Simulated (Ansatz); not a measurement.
La:

```
CELL_PARAMETERS angstrom
3.75000 0.00000 0.00000
-1.87500 3.24760 0.00000
0.00000 0.00000 6.07000
ATOMIC_POSITIONS crystal
La 0.66667 0.33333 0.75000
La 0.33333 0.66667 0.25000
```

This isn't the form of La at room conditions, which is double hcp.

Base run:

- Program: Ansatz 0.2.0
- Functional: PBEsol
- Potentials or basis: all-electron LAPW, scalar-relativistic
- Cutoff: 120 eV (chosen from the basis error)
- Basis error allowed: 0.001 eV/atom
- k mesh: 8 × 8 × 5
- Occupations: fermi-dirac, width 0.05 eV
- Spin: no spin polarisation

Its results: band gap on the k mesh none (metal or under the smearing width); pressure -1.4 GPa.

**Question.** The run is repeated on the same cell with these changes: hubbard terms from none to La f U = 2 eV. What comes out?

**Answer.** Band gap on the k mesh none (metal or under the smearing width); pressure -0.7 GPa.

Caveats: U is the effective U less J, on atomic orbitals that reach past the spheres (some runs); U without spin polarisation on a metal has little footing (some runs); the U is typed as a test and isn't derived for this compound (some runs).
